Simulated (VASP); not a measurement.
O2C: vibrations by finite differences with PBE+D3

The system is O2C, in a box.

```
O C
1.0
    12.15543    0.00000    0.00000
     0.00000   12.65543    0.00000
     0.00000    0.00000   13.15543
O C
2 1
Cartesian
  5.9109 7.1491 5.7500
  6.2542 5.5616 7.4535
  6.0826 6.3553 6.6018
```

| Property | Result |
| --- | --- |
| Program | VASP 6.6.1 |
| Task | vibrations by finite differences |
| Functional | PBE |
| Dispersion | D3 |
| Potentials or basis | VASP PAW PBE potentials, release 64 (O, C) |
| Cutoff | 400 eV |
| k mesh | 1 × 1 × 1 |
| Occupations | gaussian, width 0.01 eV |
| Spin | no spin polarisation |
| Further INCAR settings | ALGO = Fast; EDIFF = 1e-07; ISYM = 0; IBRION = 5; POTIM = 0.015; NSW = 1 |

```json
{
 "Highest phonon frequency at Γ, LO-TO splitting left out": "2358 cm⁻¹",
 "Most unstable mode": "28i cm⁻¹",
 "Dispersion energy per atom": "-0.001 eV"
}
```

Phonon frequencies in cm⁻¹ (negative: imaginary):
```tsv
q point	frequencies
(0.000, 0.000, 0.000)	-28 -4 0 9 11 630 632 1316 2358
```

Run time: 18 min on 1 thread of Intel(R) Xeon(R) Platinum 8488C (Sapphire Rapids), on a shared host, peak memory 1.2 GiB.

Caveat: some modes are imaginary; the standard files for N, O and F lose accuracy on very short bonds.
